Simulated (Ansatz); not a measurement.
The system is Mg.

```
Mg
1.0
     3.20930    0.00000    0.00000
    -1.60465    2.77934    0.00000
     0.00000    0.00000    5.21030
Mg
2
Direct
  0.66667 0.33333 0.75000
  0.33333 0.66667 0.25000
```

* Program: Ansatz 0.2.0
* Task: relaxation of cell and atoms
* Functional: LDA
* Potentials or basis: all-electron LAPW, scalar-relativistic
* Basis error allowed: 0.001 eV/atom
* k mesh: 10 × 10 × 5
* Occupations: fermi-dirac, width 0.05 eV
* Spin: no spin polarisation

At the start: volume 23.24 Å³/atom.

Question: How do energy, volume and symmetry change on relaxing?

Answer: Over 5 steps the energy falls by 14.7 meV/atom and the volume is 21.70 Å³/atom (-6.6 %); space group P6_3/mmc (No. 194, to 0.05 Å).

Step by step:
```csv
step,energy change (eV),largest force (eV/Å),volume (Å³)
1,0.0000,0.0000,46.47
2,-0.0267,0.0000,44.02
3,-0.0289,0.0000,43.10
4,-0.0295,0.0000,43.41
5,-0.0295,0.0000,43.41
```

Final structure:
```
Mg
1.0
     3.10727    0.00000    0.00000
    -1.55364    2.69097    0.00000
     0.00000    0.00000    5.19119
Mg
2
Cartesian
  1.5536 0.8970 3.8934
  0.0000 1.7940 1.2978
```
